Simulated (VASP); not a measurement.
A run of VASP 6.6.1:

INCAR

```
SYSTEM = TiSe2
PREC = Accurate
ENCUT = 520
EDIFF = 1E-7
ISMEAR = 0
SIGMA = 0.03
LREAL = .False.
LASPH = .True.
NELM = 80
ALGO = Fast
ISIF = 2
LWAVE = .False.
LCHARG = .False.
LMAXMIX = 4
LDIPOL = .True.
IDIPOL = 3
DIPOL = 0.5 0.5 0.500
GGA = PE
IVDW = 12
NBANDS = 46
LVHAR = .True.
LVACPOTAV = .True.
KPAR = 4
```

KPOINTS

```
regular mesh
0
Gamma
  12 12 1
  0 0 0
```

The input POSCAR:

```
TiSe2                                   
1.0
    3.4779003157      0.0000000000      0.0000000000
   -1.7389501579      3.0119500274      0.0000000000
    0.0000000000      0.0000000000     33.0724416000
  Se              Ti            
     6     3
Direct
     0.6666666699999979    0.3333333300000021    0.2735084984591098
     0.3333333300000021    0.6666666699999979    0.3681554178681544
     0.6666666699999979    0.3333333300000021    0.4528888573112549
     0.3333333300000021    0.6666666699999979    0.5471111426887449
     0.6666666699999979    0.3333333300000021    0.6318445821318457
     0.3333333300000021    0.6666666699999979    0.7264915015408903
     1.0000000000000000    1.0000000000000000    0.3211478460619794
     1.0000000000000000    0.0000000000000000    0.5000000000000000
     1.0000000000000000    0.0000000000000000    0.6788521539380206
```

File KPOINTS_OPT:

```
explicit points
67
Reciprocal
 0.0000000000  0.0000000000  0.0000000000 1
 0.0357142900  0.0000000000  0.0000000000 1
 0.0714285700  0.0000000000  0.0000000000 1
 0.1071428600  0.0000000000  0.0000000000 1
 0.1428571400  0.0000000000  0.0000000000 1
 0.1785714300  0.0000000000  0.0000000000 1
 0.2142857100  0.0000000000  0.0000000000 1
 0.2500000000  0.0000000000  0.0000000000 1
 0.2857142900  0.0000000000  0.0000000000 1
 0.3214285700  0.0000000000  0.0000000000 1
 0.3571428600  0.0000000000  0.0000000000 1
 0.3928571400  0.0000000000  0.0000000000 1
 0.4285714300  0.0000000000  0.0000000000 1
 0.4642857100  0.0000000000  0.0000000000 1
 0.5000000000  0.0000000000  0.0000000000 1
 0.4791666700  0.0416666700  0.0000000000 1
 0.4583333300  0.0833333300  0.0000000000 1
 0.4375000000  0.1250000000  0.0000000000 1
 0.4166666700  0.1666666700  0.0000000000 1
 0.3958333300  0.2083333300  0.0000000000 1
 0.3750000000  0.2500000000  0.0000000000 1
 0.3541666700  0.2916666700  0.0000000000 1
 0.3333333300  0.3333333300  0.0000000000 1
 0.3137254900  0.3137254900  0.0000000000 1
 0.2941176500  0.2941176500  0.0000000000 1
 0.2745098000  0.2745098000  0.0000000000 1
 0.2549019600  0.2549019600  0.0000000000 1
 0.2352941200  0.2352941200  0.0000000000 1
 0.2156862700  0.2156862700  0.0000000000 1
 0.1960784300  0.1960784300  0.0000000000 1
 0.1764705900  0.1764705900  0.0000000000 1
 0.1568627500  0.1568627500  0.0000000000 1
 0.1372549000  0.1372549000  0.0000000000 1
 0.1176470600  0.1176470600  0.0000000000 1
 0.0980392200  0.0980392200  0.0000000000 1
 0.0784313700  0.0784313700  0.0000000000 1
 0.0588235300  0.0588235300  0.0000000000 1
 0.0392156900  0.0392156900  0.0000000000 1
 0.0196078400  0.0196078400  0.0000000000 1
 0.0000000000  0.0000000000  0.0000000000 1
 0.0000000000  0.0000000000  0.0000000000 1
 0.0067532600 -0.0033766300  0.0000000000 1
-0.0067532600  0.0033766300  0.0000000000 1
 0.0196970200 -0.0098485100  0.0000000000 1
-0.0196970200  0.0098485100  0.0000000000 1
 0.0000000000  0.0058485000  0.0000000000 1
-0.0000000000 -0.0058485000  0.0000000000 1
 0.0000000000  0.0170581200  0.0000000000 1
-0.0000000000 -0.0170581200  0.0000000000 1
 0.5000000000  0.0000000000  0.0000000000 1
 0.5067532600 -0.0033766300  0.0000000000 1
 0.4932467400  0.0033766300  0.0000000000 1
 0.5196970200 -0.0098485100  0.0000000000 1
 0.4803029800  0.0098485100  0.0000000000 1
 0.5000000000  0.0058485000  0.0000000000 1
 0.5000000000 -0.0058485000  0.0000000000 1
 0.5000000000  0.0170581200  0.0000000000 1
 0.5000000000 -0.0170581200  0.0000000000 1
 0.3333333300  0.3333333300  0.0000000000 1
 0.3400865900  0.3299567000  0.0000000000 1
 0.3265800700  0.3367099600  0.0000000000 1
 0.3530303500  0.3234848200  0.0000000000 1
 0.3136363100  0.3431818400  0.0000000000 1
 0.3333333300  0.3391818300  0.0000000000 1
 0.3333333300  0.3274848300  0.0000000000 1
 0.3333333300  0.3503914500  0.0000000000 1
 0.3333333300  0.3162752100  0.0000000000 1
```

Potentials or basis: VASP PAW PBE potentials, release 64 (Se, Ti_sv).

Launch:

```console
$ cat potpaw_PBE.64/Se/POTCAR potpaw_PBE.64/Ti_sv/POTCAR > POTCAR
$ mpirun -np 4 vasp_std > vasp.out
```

Hardware: 4 MPI ranks on Intel(R) Xeon(R) 6975P-C (Granite Rapids), on a shared host.

**Question.** Estimate the wall time of this run.

**Answer.** Run time: 5.8 min on 4 MPI ranks on Intel(R) Xeon(R) 6975P-C (Granite Rapids), on a shared host, peak memory 0.67 GiB a rank. Counts: scf iterations 86, k points 19.
